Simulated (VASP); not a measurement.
NaF: single point with r2SCAN

Crystal: NaF.

```
Na F
1.0
     0.00000    2.39300    2.28845
     2.39300    0.00000    2.28845
     2.39300    2.39300    0.00000
Na F
1 1
Direct
  0.00000 0.00000 0.00000
  0.50000 0.50000 0.50000
```

The cell isn't the ideal one: strain +0.030 along x and y, -0.015 along z, atoms carried along.

* Program: VASP 6.6.1
* Task: single point
* Functional: r2SCAN
* Potentials or basis: VASP PAW PBE potentials, release 64 (Na_pv, F)
* Cutoff: 520 eV
* k mesh: 8 × 8 × 8
* Occupations: gaussian, width 0.05 eV
* Spin: no spin polarisation
* Dipole correction: no
* Further INCAR settings: ALGO = Normal; EDIFF = 1e-06; NBANDS = 14

| Item | Value |
| --- | --- |
| Pressure | -4.0 GPa |
| Band gap on the k mesh | 6.88 eV, direct |

Stress tensor (GPa, compression positive):
```
-5.04  0.00  0.00
 0.00 -5.04  0.00
 0.00  0.00 -2.01
```

Levels at points of the mesh, in eV from the valence-band top:
| k point | band 5 | band 6 | band 7 | band 8 | band 9 | band 10 |
| --- | --- | --- | --- | --- | --- | --- |
| (0.00, 0.00, 0.00) | -0.01 | 0.00 | 0.00 | 6.88 | 19.33 | 19.33 |
| (0.50, 0.00, 0.00) | -1.44 | -0.26 | -0.23 | 11.29 | 12.96 | 20.43 |
| (0.50, 0.50, 0.00) | -1.14 | -0.42 | -0.42 | 13.43 | 14.01 | 14.45 |
| (0.50, 0.00, 0.50) | -1.21 | -0.39 | -0.33 | 13.41 | 13.88 | 14.26 |

It took 93 s on 1 thread of Intel(R) Xeon(R) Platinum 8488C (Sapphire Rapids), on a shared host, peak memory 0.16 GiB.

Caveat: the PAW data sets were made with another functional, which shifts forces and pressure a little.
